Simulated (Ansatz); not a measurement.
Crystal: Mn3Si.

```xyz
4
Lattice="0.0000 2.8610 2.8610 2.8610 0.0000 2.8610 2.8610 2.8610 0.0000" Properties=species:S:1:pos:R:3 pbc="T T T"
Mn    4.2915    4.2915    4.2915
Mn    1.4305    1.4305    1.4305
Mn    2.8610    2.8610    2.8610
Si    0.0000    0.0000    0.0000
```

Base run:

```yaml
Program: Ansatz 0.2.0
Functional: PBEsol
Potentials_or_basis: Ansatz PAW
Cutoff: "420 eV (not typed: the program's choice for these potentials)"
k_mesh: 7 × 7 × 7
Occupations: fermi-dirac, width 0.05 eV
Spin: collinear spin, ferromagnetic start
Starting_moments: "[2.0, 2.0, 2.0, 0.0] μB"
Fixed_moment: 6 μB
```

Its results: pressure -7.5 GPa; site moments Mn +1.99, +1.88; Si -0.06 μB.

After a change of settings the same cell gave: pressure 136.4 GPa; site moments Mn +4.65, +4.67; Si +0.91 μB. Which change was it?
A. fixed moment from 6 μB to 18 μB; moments at the start from [2.0, 2.0, 2.0, 0.0] to [6.0, 6.0, 6.0, 0.0]
B. fixed moment from 6 μB to 15 μB; moments at the start from [2.0, 2.0, 2.0, 0.0] to [5.0, 5.0, 5.0, 0.0]
C. fixed moment from 6 μB to 12 μB; moments at the start from [2.0, 2.0, 2.0, 0.0] to [4.0, 4.0, 4.0, 0.0]
D. fixed moment from 6 μB to 24 μB; moments at the start from [2.0, 2.0, 2.0, 0.0] to [8.0, 8.0, 8.0, 0.0]

A.

Caveats: the total moment is fixed, so each spin has its own Fermi level; the PAW data sets come from PBE, with cores solved anew for the run's functional, which leaves a small shift of forces and pressure; the thresholds are loose for stress; a pressure of tens of GPa on the cell as given is suspect, and the run, the potentials or the cell itself is likely at fault (some runs).
